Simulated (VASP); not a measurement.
# ZrB2 (P6/mmm) in VASP: notebook

The runs below take ZrB2 through density of states, electric field gradients, with PBE.

All numbers are computed with VASP 6.6.1; they aren't measurements. Logs are shortened: lines on timing, memory, paths and dates and some standing lists are left out, and cuts for length are marked.

## (1) The structure

It takes space group P6/mmm (No. 191, hexagonal). The conventional cell has a = 3.165 Å, b = 3.165 Å, c = 3.520 Å, α = 90.00°, β = 90.00°, γ = 120.00°. Zr (site symmetry 6/mmm) has 12 B at 2.54 Å as nearest neighbours. Around B (site symmetry -6m2) lie 3 B at 1.83 Å.

## (2) Density of states, PBE

POSCAR reads:

```
ZrB2
1.0
    3.1649998255      0.0000000000      0.0000000000
   -1.5824999128      2.7409702519      0.0000000000
    0.0000000000      0.0000000000      3.5200000000
Zr B
1 2
Direct
    0.0000000000      0.0000000000      0.0000000000
    0.3333333333      0.6666666667      0.5000000000
    0.6666666667      0.3333333333      0.5000000000
```

INCAR.step1 reads:

```
PREC     = Accurate       # precision mode
ENCUT    = 520            # plane-wave cutoff, eV
EDIFF    = 1E-6           # SCF threshold, eV
ISMEAR   = -1             # smearing method
SIGMA    = 0.05           # smearing width, eV
LREAL    = F              # projectors in reciprocal space
LASPH    = T              # aspherical terms in the spheres
NELM     = 100            # most SCF steps
ALGO     = Normal         # electronic algorithm
ISIF     = 2              # what is computed and relaxed
LWAVE    = F              # write WAVECAR
LCHARG   = T              # write CHGCAR
LMAXMIX  = 4              # l up to which the mixer works
GGA      = PE             # functional
NBANDS   = 16             # bands
```

KPOINTS.step1 reads:

```
Automatic mesh
0
Gamma
  12 12 9
```

INCAR.step2 reads:

```
PREC     = Accurate       # precision mode
ENCUT    = 520            # plane-wave cutoff, eV
EDIFF    = 1E-6           # SCF threshold, eV
ISMEAR   = -5             # smearing method
SIGMA    = 0.05           # smearing width, eV
LREAL    = F              # projectors in reciprocal space
LASPH    = T              # aspherical terms in the spheres
NELM     = 100            # most SCF steps
ALGO     = Normal         # electronic algorithm
ISIF     = 2              # what is computed and relaxed
LWAVE    = F              # write WAVECAR
LCHARG   = F              # write CHGCAR
LMAXMIX  = 4              # l up to which the mixer works
GGA      = PE             # functional
LORBIT   = 11             # projections on sites
NBANDS   = 16             # bands
NEDOS    = 1001           # points of the DOS
ICHARG   = 11             # starting density
```

KPOINTS.step2 reads:

```
Automatic mesh
0
Gamma
  18 18 14
```

Potentials or basis: VASP PAW PBE potentials, release 64 (Zr_sv, B).

Launch:

```
$ cat potpaw_PBE.64/Zr_sv/POTCAR potpaw_PBE.64/B/POTCAR > POTCAR
$ cp INCAR.step1 INCAR
$ cp KPOINTS.step1 KPOINTS
$ mpirun -np 1 vasp_std > vasp.out
$ cp INCAR.step2 INCAR
$ cp KPOINTS.step2 KPOINTS
$ mpirun -np 1 vasp_std > vasp.out
```

OUTCAR:

```text
PREC = Accurate
   ENCUT = 520
   EDIFF = 1E-6
   ISMEAR = -5
   LREAL = F
   LASPH = T
   NELM = 100
   ISIF = 2
   GGA = PE
   LORBIT = 11
   ICHARG = 11

 ion  position               nearest neighbor table
   1  0.000  0.000  0.000-   2 2.54   3 2.54   2 2.54   3 2.54   3 2.54   3 2.54   2 2.54   2 2.54
                             3 2.54   3 2.54   2 2.54   2 2.54
   2  0.333  0.667  0.500-   3 1.83   3 1.83   3 1.83   1 2.54   1 2.54   1 2.54   1 2.54   1 2.54
                             1 2.54
   3  0.667  0.333  0.500-   2 1.83   2 1.83   2 1.83   1 2.54   1 2.54   1 2.54   1 2.54   1 2.54
                             1 2.54

  LATTYP: Found a hexagonal cell.
 ALAT       =     3.1649998255
 C/A-ratio  =     1.1121643583

  Lattice vectors:

 A1 = (   3.1649998255,   0.0000000000,   0.0000000000)
 A2 = (  -1.5824999128,   2.7409702519,   0.0000000000)
 A3 = (   0.0000000000,   0.0000000000,   3.5200000000)

Analysis of symmetry for initial positions (statically):
=====================================================================
 Subroutine PRICEL returns:
 Original cell was already a primitive cell.

 Routine SETGRP: Setting up the symmetry group for a
 hexagonal supercell.

 Subroutine GETGRP returns: Found 24 space group operations
 (whereof 24 operations were pure point group operations)
 out of a pool of 24 trial point group operations.

The static configuration has the point symmetry D_6h.

Analysis of symmetry for dynamics (positions and initial velocities):
=====================================================================
 Subroutine PRICEL returns:
 Original cell was already a primitive cell.

 Routine SETGRP: Setting up the symmetry group for a
 hexagonal supercell.

 Subroutine GETGRP returns: Found 24 space group operations
 (whereof 24 operations were pure point group operations)
 out of a pool of 24 trial point group operations.

The dynamic configuration has the point symmetry D_6h.

 Subroutine INISYM returns: Found 24 space group operations
 (whereof 24 operations are pure point group operations),
 and found     1 'primitive' translations

----------------------------------------------------------------------------------------

                                     Primitive cell

  volume of cell :      30.5366

  direct lattice vectors                    reciprocal lattice vectors
     3.164999825  0.000000000  0.000000000     0.315955784  0.182417157  0.000000000
    -1.582499913  2.740970252  0.000000000     0.000000000  0.364834313  0.000000000
     0.000000000  0.000000000  3.520000000     0.000000000  0.000000000  0.284090909

  length of vectors
     3.164999825  3.164999826  3.520000000     0.364834313  0.364834313  0.284090909

  position of ions in fractional coordinates (direct lattice)
     0.000000000  0.000000000  0.000000000
     0.333333333  0.666666667  0.500000000
     0.666666667  0.333333333  0.500000000

  ion indices of the primitive-cell ions
   primitive index   ion index
                 1           1
                 2           2
                 3           3

----------------------------------------------------------------------------------------

 KPOINTS: Automatic mesh

Automatic generation of k-mesh.
 Grid dimensions read from file:
 generate k-points for:   18   18   14

 Generating k-lattice:

  Cartesian coordinates                     Fractional coordinates (reciprocal lattice)
     0.017553099  0.010134286  0.000000000     0.055555556 -0.000000000  0.000000000
     0.000000000  0.020268573  0.000000000     0.000000000  0.055555556  0.000000000
     0.000000000  0.000000000  0.020292208     0.000000000  0.000000000  0.071428571

  Length of vectors
     0.020268573  0.020268573  0.020292208

  Shift w.r.t. Gamma in fractional coordinates (k-lattice)
     0.000000000  0.000000000  0.000000000

 TETIRR: Found   4613 inequivalent tetrahedra from    27216

 Subroutine IBZKPT returns following result:
 ===========================================

 Found    296 irreducible k-points:

 Following reciprocal coordinates:
            Coordinates               Weight
  0.000000  0.000000  0.000000      1.000000
  0.055556  0.000000  0.000000      6.000000
  0.111111  0.000000  0.000000      6.000000
  0.166667  0.000000  0.000000      6.000000
  0.222222  0.000000  0.000000      6.000000
  0.277778  0.000000  0.000000      6.000000
[... 16 lines left out ...]
  0.333333  0.111111  0.000000     12.000000
  0.388889  0.111111  0.000000     12.000000
 [... further k-points ...]
   k-points           NKPTS =    296   k-points in BZ     NKDIM =    296   number of bands    NBANDS=     16
   number of dos      NEDOS =   1001   number of ions     NIONS =      3
   total plane-waves  NPLWV =  16128
   dimension x,y,z NGX =    24 NGY =   24 NGZ =   28
   dimension x,y,z NGXF=    48 NGYF=   48 NGZF=   56
   ions per type =               1   2
   NGX,Y,Z   is equivalent  to a cutoff of  12.61, 12.61, 13.22 a.u.
   NGXF,Y,Z  is equivalent  to a cutoff of  25.21, 25.21, 26.45 a.u.
 SYSTEM =  unknown system
   PREC   = accura    normal or accurate (medium, high low for compatibility)
   ISTART =      0    job   : 0-new  1-cont  2-samecut
   ICHARG =     11    charge: 1-file 2-atom 10-const
   ISPIN  =      1    spin polarized calculation?
   LNONCOLLINEAR =      F non collinear calculations
   LSORBIT =      F    spin-orbit coupling
   LASPH  =      T    aspherical Exc in radial PAW
   ENCUT  =  520.0 eV  38.22 Ry    6.18 a.u.   5.88  5.88  6.54*2*pi/ulx,y,z
   NELM   =    100;   NELMIN=  2; NELMDL=  0     # of ELM steps
   EDIFF  = 0.1E-05   stopping-criterion for ELM
   LREAL  =      F    real-space projection
   EDIFFG = 0.1E-04   stopping-criterion for IOM
   NSW    =      0    number of steps for IOM
   IBRION =     -1    ionic relax: 0-MD 1-quasi-New 2-CG
   NFREE  =      0    steps in history (QN), initial steepest desc. (CG)
   ISIF   =      2    stress and relaxation
   ISYM   =      2    0-nonsym 1-usesym 2-fastsym
   POTIM  = 0.5000    time-step for ionic-motion
   TEBEG  =    0.0;   TEEND  =   0.0 temperature during run
   PSTRESS=    0.0 pullay stress
   NELECT =      18.0000    total number of electrons
   NUPDOWN=      -1.0000    fix difference up-down
   EMIN   =  10.00;   EMAX   =-10.00  energy-range for DOS
   EFERMI =   0.00;   METHOD = LEGACY
   ISMEAR =    -5;   SIGMA  =   0.05  broadening in eV -4-tet -1-fermi 0-gaus
   EFERMI_NEDOS =   21; number of points for ismear=-14 and -15
   IALGO  =     38    algorithm
   IMIX   =      4    mixing-type and parameters
     AMIX     =   0.40;   BMIX     =  1.00
     AMIX_MAG =   1.60;   BMIX_MAG =  1.00
  volume/ion in A,a.u.               =      10.18        68.69
  Fermi-wavevector in a.u.,A,eV,Ry     =   1.372647  2.593926 25.635539  1.884159
  Thomas-Fermi vector in A             =   2.498235
   LORBIT       =     11    0 simple, 1 ext, 2 COOP (PROOUT), +10 PAW based schemes
   GGA     = PE    functional components
   LHFCALC =     F    Hartree Fock is set to
   AEXX    =    0.0000 exact exchange contribution
   IVDW    =     0    specifies the selected vdW correction
   LEPSILON=     F    determine dielectric tensor
   LRPA    =     F    only Hartree local field effects (RPA)
 non-spin polarized calculation
 Fermi weights with tetrahedron method with Bloechl corrections
  energy-cutoff  :      520.00
  volume of cell :       30.54
 maximum number of plane-waves:       840
 NGX is ok and might be reduce to    24

 number of electron      18.0000000 magnetization

 Free energy of the ion-electron system (eV)
  ---------------------------------------------------
  ext. energy  EPLUGINS =         0.00000000
  ---------------------------------------------------
  free energy    TOTEN  =       -24.97515223 eV

  energy without entropy =      -24.97515223  energy(sigma->0) =      -24.97515223

 E-fermi :  10.7294     XC(G=0): -12.4757

 val. band max:       10.7653112203   @ k =   0.0556   0.0556   0.4286
 cond. band min:      10.6838773140   @ k =   0.1667   0.1667   0.2143
 fundamental gap:     -0.0814339063
 Fermi energy:        10.7294409913

 k-point     1 :       0.0000    0.0000    0.0000
  band No.  band energies     occupation
      1     -38.0058      2.00000
      2     -16.1953      2.00000
      3     -15.6361      2.00000
      4     -15.6361      2.00000
      5      -2.1563      2.00000
      6       7.9443      2.00000
[... 8 lines left out ...]
     15      15.7591      0.00000
     16      15.7591      0.00000

 k-point     2 :       0.0556    0.0000    0.0000
  band No.  band energies     occupation
      1     -38.0022      2.00000
      2     -16.1900      2.00000
      3     -15.6672      2.00000
      4     -15.6428      2.00000
      5      -2.0937      2.00000
      6       7.7559      2.00000
[... 8 lines left out ...]
     15      16.0953      0.00000
     16      16.2513      0.00000

 k-point     3 :       0.1111    0.0000    0.0000
  band No.  band energies     occupation
      1     -37.9920      2.00000
      2     -16.1749      2.00000
      3     -15.7557      2.00000
      4     -15.6621      2.00000
      5      -1.9094      2.00000
      6       7.2565      2.00000
[... 8 lines left out ...]
     15      16.5273      0.00000
     16      17.1635      0.00000

 k-point     4 :       0.1667    0.0000    0.0000
  band No.  band energies     occupation
      1     -37.9764      2.00000
      2     -16.1515      2.00000
      3     -15.8888      2.00000
      4     -15.6914      2.00000
      5      -1.6127      2.00000
      6       6.5731      2.00000
[... 8 lines left out ...]
     15      17.4069      0.00000
     16      17.5263      0.00000
[... 324 lines left out ...]
 k-point    22 :       0.2778    0.1111    0.0000
  band No.  band energies     occupation
      1     -37.9117      2.00000
      2     -16.3593      2.00000
      3     -16.0550      2.00000
      4     -15.8587      2.00000
      5      -0.0197      2.00000
      6       4.2549      2.00000
[... 8 lines left out ...]
     15      18.5597      0.00000
     16      20.3017      0.00000

 k-point    23 :       0.3333    0.1111    0.0000
  band No.  band energies     occupation
      1     -37.8967      2.00000
      2     -16.4635      2.00000
      3     -16.0325      2.00000
      4     -15.8957      2.00000
      5       0.5945      2.00000
      6       3.5007      2.00000
[... 8 lines left out ...]
     15      19.4514      0.00000
     16      20.0253      0.00000

 k-point    24 :       0.3889    0.1111    0.0000
  band No.  band energies     occupation
      1     -37.8869      2.00000
      2     -16.5306      2.00000
      3     -16.0178      2.00000
      4     -15.9197      2.00000
      5       1.2549      2.00000
      6       2.7526      2.00000
[... 8 lines left out ...]
     15      19.3964      0.00000
     16      20.1768      0.00000

 [... further k-points ...]

------------------------ aborting loop because EDIFF is reached ----------------------------------------

  FORCE on cell =-STRESS in cart. coord.  units (eV):
  Direction    XX          YY          ZZ          XY          YZ          ZX
  --------------------------------------------------------------------------------------
  -------------------------------------------------------------------------------------
  Total        0.4260639      0.4260639      0.6786706     -0.0000000      0.0000000     -0.0000000
  in kB       22.3544820     22.3544820     35.6081110     -0.0000000      0.0000000     -0.0000000
  external PRESSURE =      26.7723583 kB  Pullay stress =       0.0000000 kB

 VOLUME and BASIS-vectors are now :
 -----------------------------------------------------------------------------
  energy-cutoff  :      520.00
  volume of cell :       30.54
      direct lattice vectors                 reciprocal lattice vectors
     3.164999825  0.000000000  0.000000000     0.315955784  0.182417157  0.000000000
    -1.582499913  2.740970252  0.000000000     0.000000000  0.364834313  0.000000000
     0.000000000  0.000000000  3.520000000     0.000000000  0.000000000  0.284090909

 POSITION                                       TOTAL-FORCE (eV/Angst)
 -----------------------------------------------------------------------------------
      0.00000      0.00000      0.00000         0.000000      0.000000      0.000000
     -0.00000      1.82731      1.76000        -0.000000      0.000000      0.000000
      1.58250      0.91366      1.76000         0.000000      0.000000      0.000000
 -----------------------------------------------------------------------------------
    total drift:                               -0.000000      0.000000     -0.000000

  FREE ENERGIE OF THE ION-ELECTRON SYSTEM (eV)
  ---------------------------------------------------
  free  energy   TOTEN  =       -24.9751522283 eV

  energy  without entropy=      -24.9751522283  energy(sigma->0) =      -24.97515223

 total charge

# of ion       s       p       d       tot
------------------------------------------
    1        2.169   6.032   1.781   9.983
    2        0.666   1.245   0.000   1.912
    3        0.666   1.245   0.000   1.912
--------------------------------------------------
tot          3.502   8.523   1.781  13.806
```

It took 35 s on 1 thread of Intel Xeon 6975P-C (Granite Rapids), shared host; peak memory 0.25 GiB.

What came out:

* Valence electrons inside the program's atomic spheres: Zr 9.98; B 1.91

States per cell in windows of 1 eV (zero at the Fermi level; states under -8 eV left out):
```tsv
from (eV)	total	Zr1_d	B2_p	B3_p	B2_s	B3_s	Zr1_s
-8.0	0.65	0.05	0.07	0.07	0.09	0.09	0.01
-7.0	0.56	0.06	0.08	0.08	0.05	0.05	0.02
-6.0	0.83	0.09	0.15	0.15	0.03	0.03	0.04
-5.0	1.28	0.18	0.24	0.24	0.02	0.02	0.03
-4.0	2.04	0.41	0.35	0.35	0.01	0.01	0.02
-3.0	1.49	0.44	0.19	0.19	0.00	0.00	0.00
-2.0	0.73	0.33	0.06	0.06	0.00	0.00	0.00
-1.0	0.22	0.11	0.01	0.01	0.00	0.00	0.00
0.0	0.56	0.28	0.04	0.04	0.00	0.00	0.00
1.0	1.15	0.56	0.09	0.09	0.01	0.01	0.01
2.0	1.27	0.73	0.07	0.07	0.01	0.01	0.01
3.0	1.57	0.95	0.09	0.09	0.02	0.02	0.01
4.0	1.90	1.19	0.09	0.09	0.04	0.04	0.02
5.0	1.37	0.68	0.11	0.11	0.05	0.05	0.02
6.0	1.75	0.69	0.17	0.17	0.08	0.08	0.05
7.0	1.41	0.40	0.15	0.15	0.09	0.09	0.07
```

Caveat: tetrahedron occupations give inexact forces and stress in metals.

[end of part 1 of 2]
